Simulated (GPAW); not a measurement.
Set up this calculation in GPAW 26.7.0, as an ASE script.

```
Task                : equation of state
Functional          : LDA
Potentials or basis : the program's PAW data sets (release 1.2.1) made for this functional
Cutoff              : 800 eV
Basis               : pw
k mesh              : 4 × 4 × 6
Occupations         : fermi-dirac, width 0.05 eV
Spin                : no spin polarisation
Maxiter             : 150
Eos scales          : [0.94, 0.96, 0.98, 1.0, 1.02, 1.04, 1.06]
```

HfO2:

```xyz
6
Lattice="4.8135 0.0000 0.0000 0.0000 4.8135 0.0000 0.0000 0.0000 3.2054" Properties=species:S:1:pos:R:3 pbc="T T T"
Hf    2.4068    2.4068    1.6027
Hf    0.0000    0.0000    0.0000
O     3.8751    0.9384    1.6027
O     3.3452    3.3452    0.0000
O     1.4683    1.4683    0.0000
O     0.9384    3.8751    1.6027
```

Measurements of this composition are mostly on another form, of space group No. 14.

These files were run (other wordings do the same):

run.py

```python
from ase import Atoms
from ase.eos import EquationOfState
from ase.io import Trajectory
from ase.units import GPa
from gpaw import GPAW, PW

atoms = Atoms(['Hf', 'Hf', 'O', 'O', 'O', 'O'],
              cell=[[4.81353299, 0.0, 0.0],
                    [0.0, 4.81353299, 0.0],
                    [0.0, 0.0, 3.20541541]],
              scaled_positions=[[0.5, 0.5, 0.5],
                                [0.0, 0.0, 0.0],
                                [0.80504488, 0.19495512, 0.5],
                                [0.69495512, 0.69495512, 0.0],
                                [0.30504488, 0.30504488, 0.0],
                                [0.19495512, 0.80504488, 0.5]],
              pbc=True)

traj = Trajectory('eos.traj', 'w')
volumes, energies = [], []
for x in [0.94, 0.96, 0.98, 1.0, 1.02, 1.04, 1.06]:
    a = atoms.copy()
    a.set_cell(atoms.cell * x**(1 / 3), scale_atoms=True)
    calc = GPAW(mode=PW(800),
                xc='LDA',
                kpts={'size': (4, 4, 6), 'gamma': True},
                occupations={'name': 'fermi-dirac', 'width': 0.05},
                nbands=43,
                convergence={'density': 1e-05, 'energy': 1e-05},
                maxiter=150,
                txt=f'eos-{x:.2f}.txt')
    a.calc = calc
    energies.append(a.get_potential_energy(force_consistent=True))
    volumes.append(a.get_volume())
    p = -a.get_stress()[:3].mean() / GPa
    calc.write(f'eos-{x:.2f}.gpw')
    traj.write(a)
    print(f'{x:.2f} {volumes[-1]:10.4f} A^3 {energies[-1]:14.6f} eV {p:9.3f} GPa', flush=True)

v0, e0, B = EquationOfState(volumes, energies, eos='birchmurnaghan').fit()
print(f'V0 = {v0:.4f} A^3, E0 = {e0:.6f} eV, B0 = {B / GPa:.2f} GPa')
```

Potentials or basis: the program's PAW data sets (release 1.2.1) made for this functional, pw.

Launch:

```console
$ OMP_NUM_THREADS=1 python run.py
```

Results of the run:

- Equilibrium volume: 12.18 Å³/atom
- Bulk modulus at fixed shape and positions: 249 GPa
- Pressure derivative of the bulk modulus: 4.3

Caveat: the cell was scaled at fixed shape and fractional positions, which overstates the stiffness of a crystal with free parameters, most of all of layers and chains.

It took 10 min on 1 thread of AMD EPYC 7R43 64-Core Processor (Zen 3) (shared host), peak memory 0.58 GiB.
